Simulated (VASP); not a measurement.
# SiC: relaxed cell and band gap, by functional

SiC, P6_3mc (no. 186), 4 atoms in the cell.

| Functional | Volume (Å³/atom) | Change from the starting volume (fraction) | Gap, path and mesh (eV) | Time (s) |
|---|---|---|---|---|
| MVS (libxc) | 9.98 | -0.035 | 2.74 | 120 |
| revM06-L (libxc) | 10.07 | -0.026 | 3.13 | 159 |
| PKZB (libxc) | 10.45 | 0.011 | 2.12 | 344 |
| HLE17 (libxc) | 8.99 | -0.130 | 3.15 | 187 |
| r2SCAN (libxc) | 10.32 | -0.002 | 2.66 | 109 |

## Input of the first row

INCAR.step1:
```
SYSTEM = SiC
  PREC = Accurate
  ENCUT = 600
  EDIFF = 1E-5
  ISMEAR = 0
  SIGMA = 0.02
  LREAL = .FALSE.
  LASPH = .TRUE.
  GGA_COMPAT = .FALSE.
  ALGO = Normal
  NELM = 150
  ISIF = 2
  LWAVE = .TRUE.
  LCHARG = .FALSE.
  GGA = PE
  KPAR = 4
```

INCAR.step2:
```
SYSTEM = SiC
  PREC = Accurate
  ENCUT = 600
  EDIFF = 1E-7
  ISMEAR = 0
  SIGMA = 0.02
  LREAL = .FALSE.
  LASPH = .TRUE.
  GGA_COMPAT = .FALSE.
  ALGO = Normal
  NELM = 150
  ISIF = 3
  LWAVE = .FALSE.
  LCHARG = .FALSE.
  METAGGA = LIBXC
  LIBXC1 = MGGA_X_MVS
  LIBXC2 = GGA_C_REGTPSS
  LMIXTAU = .TRUE.
  IBRION = 2
  EDIFFG = -0.005
  NSW = 60
  ISTART = 1
  KPAR = 4
```

INCAR.step3, as INCAR.step2 but for:
```
- NSW = 60
- ISTART = 1
+ NSW = 40
```

INCAR.step4, as INCAR.step3 but for:
```
- ISIF = 3
- IBRION = 2
- EDIFFG = -0.005
- NSW = 40
+ ISIF = 2
+ NBANDS = 16
```

KPOINTS:
```
k-points
0
Gamma
  8 8 4
```

KPOINTS_OPT:
```
path GMKGALHA,LM,KH
8
line-mode
reciprocal
 0.0000000000  0.0000000000  0.0000000000  G
 0.5000000000  0.0000000000  0.0000000000  M

 0.5000000000  0.0000000000  0.0000000000  M
 0.3333333333  0.3333333333  0.0000000000  K

 0.3333333333  0.3333333333  0.0000000000  K
 0.0000000000  0.0000000000  0.0000000000  G

 0.0000000000  0.0000000000  0.0000000000  G
 0.0000000000  0.0000000000  0.5000000000  A

 0.0000000000  0.0000000000  0.5000000000  A
 0.5000000000  0.0000000000  0.5000000000  L

 0.5000000000  0.0000000000  0.5000000000  L
 0.3333333333  0.3333333333  0.5000000000  H

 0.3333333333  0.3333333333  0.5000000000  H
 0.0000000000  0.0000000000  0.5000000000  A

 0.5000000000  0.0000000000  0.5000000000  L
 0.5000000000  0.0000000000  0.0000000000  M

 0.3333333333  0.3333333333  0.0000000000  K
 0.3333333333  0.3333333333  0.5000000000  H
```

POSCAR.step1:
```
SiC
1.0
    3.0760000000      0.0000000000      0.0000000000
   -1.5380000000      2.6638941420      0.0000000000
    0.0000000000      0.0000000000      5.0480000000
Si C
2 2
Direct
    0.6666666667      0.3333333333      0.5000000000
    0.3333333333      0.6666666667      0.0000000000
    0.6666666667      0.3333333333      0.8850000000
    0.3333333333      0.6666666667      0.3850000000
```

Commands (each step's output is kept before the next begins):
```
cat potpaw_PBE.64/Si/POTCAR potpaw_PBE.64/C/POTCAR > POTCAR
cp INCAR.step1 INCAR
cp POSCAR.step1 POSCAR
mpirun -np 4 vasp_std > vasp.out
cp INCAR.step2 INCAR
mpirun -np 4 vasp_std > vasp.out
cp CONTCAR POSCAR
rm WAVECAR CHG
cp INCAR.step3 INCAR
mpirun -np 4 vasp_std > vasp.out
cp CONTCAR POSCAR
rm WAVECAR CHG
cp INCAR.step4 INCAR
mpirun -np 4 vasp_std > vasp.out
```

Changes of the last row against the first:
```
- LIBXC1 = MGGA_X_MVS
- LIBXC2 = GGA_C_REGTPSS
+ LIBXC1 = MGGA_X_R2SCAN
+ LIBXC2 = MGGA_C_R2SCAN
```

VASP 6.6.1 took 120 s on 4 cores (Intel Xeon 6975P-C (Granite Rapids)), a shared host.
